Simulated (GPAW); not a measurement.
Runs of GPAW 26.7.0 on SnO2 (Cassiterite). Symmetry: P4_2/mnm, No. 136, tetragonal system. The conventional cell has a = 4.738 Å, b = 4.738 Å, c = 3.187 Å, α = 90.00°, β = 90.00°, γ = 90.00°. Sn (site symmetry mmm) is surrounded by 6 O at 2.05 to 2.06 Å. O (site symmetry m2m) is surrounded by 3 Sn at 2.05 to 2.06 Å. 

| task | level | potentials or basis | spin | cell | k mesh | fermi k mesh | band path | band points | optimizer | fmax | mesh quality | gap on the mesh (eV) | pressure (GPa) | largest force (eV/Å) |
| --- | --- | --- | --- | --- | --- | --- | --- | --- | --- | --- | --- | --- | --- | --- |
| Fermi surface | r2SCAN | GPAW PAW data sets (gpaw-data 1.2.1), pw | off | as given | 6 × 6 × 8 | 10 × 10 × 12 | - | - | - | - | not flagged | 2.02 | 1.8 | 0.21 |
| Fermi surface | TASK | GPAW PAW data sets (gpaw-data 1.2.1), pw | off | as given | 5 × 5 × 7 | 8 × 8 × 12 | - | - | - | - | not flagged | 2.92 | 11.0 | 0.33 |
| band structure | PBE | PAW data sets generated in the run's folder for this functional, pw | off | as given | 4 × 4 × 5 | - | GXMGZRAZ,XR,MA | 100 | - | - | coarse | (b) | 9.6 | 0.25 |
| single point | PBE | GPAW PAW data sets (gpaw-data 1.2.1), pw | off | atoms moved at random, drawn with an rms of 0.05 Å | 6 × 6 × 8 | - | - | - | - | - | not flagged | 1.20 | 9.6 | 1.73 |
| electron localisation function | TASK | GPAW PAW data sets (gpaw-data 1.2.1), pw | off | as given | 5 × 5 × 7 | - | - | - | - | - | not flagged | 2.92 | 11.0 | 0.33 |
| relaxation of cell and atoms | PBE+D3 | GPAW PAW data sets (gpaw-data 1.2.1), pw | off | relaxed | 4 × 4 × 5 | - | - | - | FIRE | 0.02 eV/Å | coarse | (a) | 0.1 | - |
| band structure | BEEF-vdW | GPAW PAW data sets (gpaw-data 1.2.1), pw | SOC, no magnetisation | as given | 4 × 4 × 5 | - | GXMGZRAZ,XR,MA | 60 | - | - | coarse | (c) | - | 0.29 |

Alike in all rows: cutoff (eV) 800; smearing fermi-dirac 0.05 eV.

Question: Fill in the values left out.

Answer: (a) 0.91; (b) 1.31; (c) 1.51.

Caveats: spin-orbit coupling is left out, which moves the levels of the heavy elements (some runs); the PAW data sets were made with another functional, which shifts forces and pressure a little (some runs); later steps reuse the first step's grids (some runs); spin-orbit coupling was added after a scalar SCF, so levels and gaps hold it while energy, forces, pressure and moments don't (some runs); this program's spin-orbit splittings come out too wide for heavy elements (some runs).

A k mesh can miss the band edges, and rows without SOC leave out spin-orbit coupling on Sn.
